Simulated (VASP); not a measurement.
Crystal: Ag.

```
Ag
1.0
    -1.65565    1.65565    1.65565
     1.65565   -1.65565    1.65565
     1.65565    1.65565   -1.65565
Ag
1
Direct
  0.00000 0.00000 0.00000
```

This isn't the form of Ag at room conditions, which is fcc.

| Quantity | Value |
| --- | --- |
| Program | VASP 6.6.1 |
| Task | relaxation of cell and atoms |
| Functional | r2SCAN |
| Potentials or basis | VASP PAW PBE potentials, release 64 (Ag) |
| Cutoff | 600 eV |
| k mesh | 11 × 11 × 11 |
| Occupations | methfessel-paxton, width 0.1 eV |
| Spin | no spin polarisation |

At the start: pressure -3.6 GPa; volume 18.15 Å³/atom.

Where does the relaxation end?

Over 3 steps the energy falls by 8.4 meV/atom and the volume is 17.45 Å³/atom (-3.9 %); space group Im-3m (No. 229, to 0.05 Å).

The path:
| step | energy change (eV) | largest force (eV/Å) | pressure (GPa) | volume (Å³) |
| --- | --- | --- | --- | --- |
| 1 | 0.0000 | 0.0000 | -3.64 | 18.15 |
| 2 | -0.0059 | 0.0000 | 2.30 | 17.09 |
| 3 | -0.0084 | 0.0000 | 0.01 | 17.45 |

Final structure:
```xyz
1
Lattice="-1.6340 1.6340 1.6340 1.6340 -1.6340 1.6340 1.6340 1.6340 -1.6340" Properties=species:S:1:pos:R:3 pbc="T T T"
Ag    0.0000    0.0000    0.0000
```

Caveat: the PAW data sets were made with another functional, which shifts forces and pressure a little.
